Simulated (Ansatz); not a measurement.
A (100) slab of InSb (F-43m (No. 216)), 8 planes, outer planes In (top) and Sb (bottom), with 8 atoms (In4Sb4) in a surface cell of A = 21.485 Å², as cut from the bulk:

```xyz
8
Lattice="4.6352 0.0000 0.0000 0.0000 4.6352 0.0000 0.0000 0.0000 26.4715" Properties=species:S:1:pos:R:3 pbc="T T T"
Sb    0.0000    2.3176    7.5000
In    2.3176    2.3176    9.1388
Sb    2.3176    0.0000   10.7776
In    0.0000    0.0000   12.4164
Sb    0.0000    2.3176   14.0552
In    2.3176    2.3176   15.6939
Sb    2.3176    0.0000   17.3327
In    0.0000    0.0000   18.9715
```

Theory: Ansatz, DFT r2SCAN, scalar-relativistic, plane waves, PAW. Settings: cutoff 500 eV, Γ-centred mesh 8×8×1 on the computed 8-atom cell, Gaussian smearing of 0.10 eV; no spin polarisation. A dipole correction removes the field between periodic images along c.

Against the same 8 atoms in the bulk, the slab as cut lies 3.006 eV higher and the relaxed slab 2.962 eV higher.

Q: Work out the surface energy before and after relaxation.

A: The slab has two faces, so γ = (E_slab − N·E_bulk)/(2A), the mean of both. As cut: 3.006/(2 × 21.485) = 0.0700 eV/Å², and 1 eV/Å² = 16.02 J/m², so γ = 1.12 J/m². Relaxed: 2.962/(2 × 21.485) = 0.0689 eV/Å² = 1.10 J/m². Relaxation recovers 1.5 % of the cost of cutting.

Q: What is the ideal work of this cut, per area?

A: Griffith's ideal work is 2γ: 2.24 J/m² if the new faces stay rigid, 2.21 J/m² if they relax. One thickness was run, 8 planes, so γ can still shift with it.